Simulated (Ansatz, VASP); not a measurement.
**One calculation of SnO, two programs**

POSCAR

```
SnO
1.0
    3.2722321113      0.0000000000      0.0000000000
    0.0000000000      3.2722321113      0.0000000000
    0.0000000000      0.0000000000      3.0114429139
Sn O
1 1
Direct
    0.0000000000      0.0000000000      0.0000000000
    0.5000000000      0.5000000000      0.5000000000
```

File INCAR.step1:

```
SYSTEM = SnO
PREC = Accurate ; ENCUT = 520
ISMEAR = -1 ; SIGMA = 0.02
LREAL = .False. ; LASPH = .True.
NELM = 100 ; NBANDS = 17
GGA = PE ; ALGO = Normal
EDIFF = 1E-4 ; LWAVE = .True.
LCHARG = .False.
```

The input INCAR.step2:

```
SYSTEM = SnO
PREC = Accurate ; ENCUT = 520
EDIFF = 1E-6 ; ISMEAR = -1
SIGMA = 0.02 ; LREAL = .False.
LASPH = .True. ; NELM = 100
ALGO = Normal ; ISIF = 2
LWAVE = .False. ; LCHARG = .False.
METAGGA = R2SCAN ; LMIXTAU = .True.
NBANDS = 17 ; ISTART = 1
```

File KPOINTS:

```
regular mesh
0
Gamma
  8 8 8
  0 0 0
```

Input for Ansatz:

```yaml
crystal:
  lattice:
    - [3.2722321113, 0.0, 0.0]
    - [0.0, 3.2722321113, 0.0]
    - [0.0, 0.0, 3.0114429139]
  atoms:
    - { symbol: Sn, position: [0.0, 0.0, 0.0] }
    - { symbol: O, position: [0.5, 0.5, 0.5] }
kpoints:
  mp_grid: { grid: [8, 8, 8] }
  band_path:
    path:
      - [0.0, 0.0, 0.0]
      - [0.0, 0.5, 0.0]
      - [0.5, 0.5, 0.0]
      - [0.5, 0.5, 0.5]
      - [-0.010132, -0.5, 0.104167]
    npoints: 1
hamiltonian:
  xc: r2scan
scf:
  occupations: { method: fermi_dirac, width: 0.02 }
  n_extra_bands: 4
output:
  forces: true
  stress: true
  eigenvalues: true
```

Change from the starting cell: epitaxial_xy strain +5.4%.

Alike in both runs: task single point; functional r2SCAN; k mesh 8 × 8 × 8; occupations fermi-dirac, width 0.02 eV; no spin polarisation.

|  | VASP | Ansatz |
| --- | --- | --- |
| version | VASP 6.6.1 | Ansatz 0.2.0 |
| potentials or method | VASP PAW PBE potentials, release 64 (Sn_d, O) | plane waves, PAW |
| plane-wave cutoff (eV) | 520 | 500 |
| valence electrons in the cell | 20 | 20 |

Ansatz gave:

- pressure (GPa): -7.2
- largest component of the traceless stress (GPa): 7.15

Task: What did VASP give for the same quantities?

Result: Pressure (GPa): -7.1; largest component of the traceless stress (GPa): 7.16.

The functional is the same, so the differences come from potentials, cutoffs and numerics.

Caveats: the PAW data sets were made with another functional, which shifts forces and pressure a little (VASP).
